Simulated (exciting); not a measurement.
# Re (P6_3/mmc) in exciting: single point with PBE

Aim: the single point of Re with PBE.

Program: exciting (release sodium). These are calculated values, not measurements. Logs are shortened: lines on timing, memory, paths and dates and some standing lists are left out, and cuts for length are marked.

## (1) Starting point

Symmetry: P6_3/mmc, No. 194, hexagonal system. The conventional cell has a = 2.761 Å, b = 2.761 Å, c = 4.458 Å, α = 90.00°, β = 90.00°, γ = 120.00°. Re (site symmetry -6m2) has 12 Re at 2.74 to 2.76 Å as nearest neighbours.

## (2) Single point, PBE

File input.xml:

```xml
<input>
  <title>Re</title>
  <structure speciespath="./" tshift="false">
    <crystal scale="1">
      <basevect>5.217155884867 0.000000000000 0.000000000000</basevect>
      <basevect>-2.608577942433 4.518189531858 0.000000000000</basevect>
      <basevect>0.000000000000 0.000000000000 8.424777008807</basevect>
    </crystal>
    <species speciesfile="Re.xml" rmt="2.3">
      <atom coord="0.666666666700 0.333333333300 0.750000000000"/>
      <atom coord="0.333333333300 0.666666666700 0.250000000000"/>
    </species>
  </structure>
  <groundstate do="fromscratch" ngridk="11 11 6" rgkmax="9" gmaxvr="14" lmaxapw="10" lmaxmat="10" lmaxvr="8" xctype="GGA_PBE" stype="Gaussian" swidth="0.00040424" nempty="18" ValenceRelativity="iora*" epsengy="1e-05" epspot="1e-05" maxscl="60" tforce="true" outputlevel="normal"/>
  <properties>
    <chargedensityplot>
      <plot3d>
        <box grid="14 14 23">
          <origin coord="0 0 0"/>
          <point coord="1 0 0"/>
          <point coord="0 1 0"/>
          <point coord="0 0 1"/>
        </box>
      </plot3d>
    </chargedensityplot>
    <elfplot>
      <plot3d>
        <box grid="14 14 23">
          <origin coord="0 0 0"/>
          <point coord="1 0 0"/>
          <point coord="0 1 0"/>
          <point coord="0 0 1"/>
        </box>
      </plot3d>
    </elfplot>
    <exccplot>
      <plot3d>
        <box grid="14 14 23">
          <origin coord="0 0 0"/>
          <point coord="1 0 0"/>
          <point coord="0 1 0"/>
          <point coord="0 0 1"/>
        </box>
      </plot3d>
    </exccplot>
  </properties>
</input>
```

Potentials or basis: all-electron LAPW+lo, shipped species files, valence relativity iora*.

Command:

```sh
OMP_NUM_THREADS=1 exciting_smp
```

INFO.OUT:

```text
================================================================================
EXCITING SODIUM started
[... 10 lines left out ...]

 Lattice vectors (cartesian) :
      5.2171558849      0.0000000000      0.0000000000
     -2.6085779424      4.5181895319      0.0000000000
      0.0000000000      0.0000000000      8.4247770088

 Reciprocal lattice vectors (cartesian) :
      1.2043315258      0.6953211306     -0.0000000000
      0.0000000000      1.3906422612      0.0000000000
      0.0000000000     -0.0000000000      0.7457984111

 Unit cell volume                           :     198.5896785898
 Brillouin zone volume                      :       1.2490589400

 Species :    1 (Re)
     parameters loaded from                 :    Re.xml
     name                                   :    rhenium
     nuclear charge                         :     -75.00000000
     electronic charge                      :      75.00000000
     atomic mass                            :  339434.59610000
     muffin-tin radius                      :       2.30000000
     # of radial points in muffin-tin       :     450

     atomic positions (lattice) :
       1 :   0.66666667  0.33333333  0.75000000
       2 :   0.33333333  0.66666667  0.25000000

 Total number of atoms per unit cell        :       2

 Spin treatment                             :    spin-unpolarised

 Number of Bravais lattice symmetries       :      24
 Number of crystal symmetries               :      12

 k-point grid                               :      11   11    6
 Total number of k-points                   :      84
 k-point set is reduced with crystal symmetries

 R^MT_min * |G+k|_max (rgkmax)              :       9.00000000
 Species with R^MT_min                      :       1 (Re)
 Maximum |G+k| for APW functions            :       3.91304348
 Maximum |G| for potential and density      :      14.00000000

 G-vector grid sizes                        :      24    24    40
 Total number of G-vectors                  :    9139

 Maximum angular momentum used for
     APW functions                          :      10
     computing H and O matrix elements      :      10
     potential and density                  :       8
     inner part of muffin-tin               :       2

 Total nuclear charge                       :    -150.00000000
 Total electronic charge                    :     150.00000000
 Total core charge                          :      92.00000000
 Total valence charge                       :      58.00000000

 Number of empty states                     :      18
 Total number of valence states             :      48

 Maximum Hamiltonian size                   :     268
 Maximum number of plane-waves              :     214
 Total number of local-orbitals             :      54

 Exchange-correlation type                  :      20
     Perdew-Burke-Ernzerhof, Phys. Rev. Lett. 77, 3865 (1996)
     Generalised gradient approximation (GGA)

 Smearing scheme                            :    Gaussian
 Smearing width                             :       0.00040424

 Using multisecant Broyden potential mixing
[... 16 lines left out ...]
+ SCF iteration number :    1                                                  +
++++++++++++++++++++++++++++++++++++++++++++++++++++++++++++++++++++++++++++++++
 Total energy                               :    -33409.59440823
 _______________________________________________________________
 Fermi energy                               :         0.60742746
 Kinetic energy                             :     37829.91886723
 Coulomb energy                             :    -70573.46771939
 Exchange energy                            :      -656.85469945
 Correlation energy                         :        -9.19085662

 DOS at Fermi energy (states/Ha/cell)       :        78.98203058

 Electron charges :
     core                                   :        92.00000000
     core leakage                           :         0.00000595
     valence                                :        58.00000000
     interstitial                           :         5.32514849
     charge in muffin-tin spheres :
                  atom     1    Re          :        72.33742576
                  atom     2    Re          :        72.33742576
     total charge in muffin-tins            :       144.67485151
     total charge                           :       150.00000000

++++++++++++++++++++++++++++++++++++++++++++++++++++++++++++++++++++++++++++++++
+ SCF iteration number :    2                                                  +
++++++++++++++++++++++++++++++++++++++++++++++++++++++++++++++++++++++++++++++++
 Total energy                               :    -33426.19994627
 _______________________________________________________________
 Fermi energy                               :         0.60068275
 Kinetic energy                             :     37820.12602454
 Coulomb energy                             :    -70579.98613388
 Exchange energy                            :      -657.14872104
 Correlation energy                         :        -9.19111589

 DOS at Fermi energy (states/Ha/cell)       :        99.57612389

 Electron charges :
     core                                   :        92.00000000
     core leakage                           :         0.00000578
     valence                                :        58.00000000
     interstitial                           :         5.20844847
     charge in muffin-tin spheres :
                  atom     1    Re          :        72.39577576
                  atom     2    Re          :        72.39577576
     total charge in muffin-tins            :       144.79155153
     total charge                           :       150.00000000
[... 325 lines left out ...]
++++++++++++++++++++++++++++++++++++++++++++++++++++++++++++++++++++++++++++++++
+ SCF iteration number :   14                                                  +
++++++++++++++++++++++++++++++++++++++++++++++++++++++++++++++++++++++++++++++++
 Total energy                               :    -33436.04439813
 _______________________________________________________________
 Fermi energy                               :         0.58938302
 Kinetic energy                             :     37812.08478369
 Coulomb energy                             :    -70581.64171501
 Exchange energy                            :      -657.29701462
 Correlation energy                         :        -9.19045218

 DOS at Fermi energy (states/Ha/cell)       :        20.61584652

 Electron charges :
     core                                   :        92.00000000
     core leakage                           :         0.00000569
     valence                                :        58.00000000
     interstitial                           :         5.08897975
     charge in muffin-tin spheres :
                  atom     1    Re          :        72.45551013
                  atom     2    Re          :        72.45551013
     total charge in muffin-tins            :       144.91102025
     total charge                           :       150.00000000

 RMS change in effective potential (target) :  0.533544E-09  ( 0.100000E-04)
 Absolute change in total energy   (target) :  0.306754E-06  ( 0.100000E-04)
 Charge distance                   (target) :  0.623086E-10  ( 0.100000E-04)
 Abs. change in max-nonIBS-force   (target) :  0.683270E-09  ( 0.500000E-04)

++++++++++++++++++++++++++++++++++++++++++++++++++++++++++++++++++++++++++++++++
| Convergency criteria checked for the last 2 iterations                       +
| Convergence targets achieved. Performing final SCF iteration                 +
++++++++++++++++++++++++++++++++++++++++++++++++++++++++++++++++++++++++++++++++
 Total energy                               :    -33436.04439935
 _______________________________________________________________
 Fermi energy                               :         0.58938302
 Kinetic energy                             :     37812.08478324
 Coulomb energy                             :    -70581.64171576
 Exchange energy                            :      -657.29701466
 Correlation energy                         :        -9.19045218

 DOS at Fermi energy (states/Ha/cell)       :        20.61589031

 Electron charges :
     core                                   :        92.00000000
     core leakage                           :         0.00000569
     valence                                :        58.00000000
     interstitial                           :         5.08897975
     charge in muffin-tin spheres :
                  atom     1    Re          :        72.45551013
                  atom     2    Re          :        72.45551013
     total charge in muffin-tins            :       144.91102025
     total charge                           :       150.00000000

++++++++++++++++++++++++++++++++++++++++++++++++++++++++++++++++++++++++++++++++
+ Self-consistent loop stopped                                                 +
++++++++++++++++++++++++++++++++++++++++++++++++++++++++++++++++++++++++++++++++
 STATE.OUT is written

--------------------------------------------------------------------------------
- Writing atomic positions and forces                                          -
--------------------------------------------------------------------------------

 Atomic positions (lattice) :
 atom     1  Re  :     0.66666667    0.33333333    0.75000000
 atom     2  Re  :     0.33333333    0.66666667    0.25000000

 Total atomic forces including IBS (cartesian) :
 atom     1  Re  :    -0.00000000    0.00000000    0.00001149
 atom     2  Re  :     0.00000000   -0.00000000   -0.00001149

 Atomic force components including IBS (cartesian) :
 atom     1  Re  :     0.00000000    0.00000000    0.00005720   HF force
                 :    -0.00000000    0.00000000   -0.00004763   core correction
                 :     0.00000000   -0.00000000    0.00000192   IBS correction
 atom     2  Re  :    -0.00000000    0.00000000   -0.00005720   HF force
                 :     0.00000000   -0.00000000    0.00004763   core correction
                 :     0.00000000    0.00000000   -0.00000192   IBS correction

********************************************************************************
[... 7 lines left out ...]
| EXCITING SODIUM stopped                                                      =
================================================================================
```

Wall time 3 min (1 thread of Arm Neoverse V2, shared host); peak memory 0.13 GiB.

What came out:

```yaml
Free_energy: -909841.1187 eV
Band_gap_on_the_k_mesh: none (metal or under the smearing width)
All_electrons_inside_the_program's_atomic_spheres: Re 72.46 (radii Re 2.3 bohr)
```

Levels at points of the mesh, in eV from the Fermi level:
```
           k point  band 26  band 27  band 28  band 29  band 30  band 31  band 32  band 33
(0.00, 0.00, 0.00)    -1.62    -1.62    -0.78    -0.78     0.14     0.14     0.59     3.33
(0.00, 0.00, 0.50)    -2.43    -1.75    -1.75    -1.75    -1.75     2.52     2.52     2.52
```
